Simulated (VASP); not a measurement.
LiH under changes of volume

One of the cells (8.618 Å³/atom); the others are scaled copies at fixed shape and fractional positions:

```
CELL_PARAMETERS angstrom
0.00000 2.05024 2.05024
2.05024 0.00000 2.05024
2.05024 2.05024 0.00000
ATOMIC_POSITIONS crystal
Li 0.00000 0.00000 0.00000
H 0.50000 0.50000 0.50000
```

| Property | Result |
| --- | --- |
| Program | VASP 6.6.1 |
| Functional | PBE |
| Potentials or basis | VASP PAW PBE potentials, release 64 (Li_sv, H) |
| Cutoff | 520 eV |
| k mesh | 11 × 11 × 11 |
| Occupations | fermi-dirac, width 0.05 eV |
| Spin | no spin polarisation |

```csv
volume (Å³/atom),energy over the lowest point (meV/atom),gap on the mesh (eV)
7.942,?,?
8.111,0.00,3.18
8.280,0.68,3.19
8.618,4.12,3.21
8.787,6.75,3.22
8.956,9.93,3.22
```

Problem. What does the run at 7.942 Å³/atom give?

Solution. Energy over the lowest point 0.06 meV/atom; gap on the mesh 3.17 eV.

Worked out: A Birch-Murnaghan fit of order 3 (a polynomial in V^(-2/3)) to the other rows has its minimum at 8.05 Å³/atom, just outside them, with B0 = V·E''(V) = 36 GPa and B' = 3.4. It gives 0.10 meV/atom at 7.942 Å³/atom, against the run's 0.06. A straight line through the other rows of the gap, of slope 0.435 eV per unit of ln V (its deformation potential), extrapolates to 3.17 eV, against the run's 3.17.

Energies are extrapolated to zero smearing.

Caveats: the cutoff is under 1.25 times the usual one of these potentials, so pressure, stress and relaxed cells hold a basis-set (Pulay) error; an odd mesh through Γ misses points on the zone boundary, where band edges often lie.
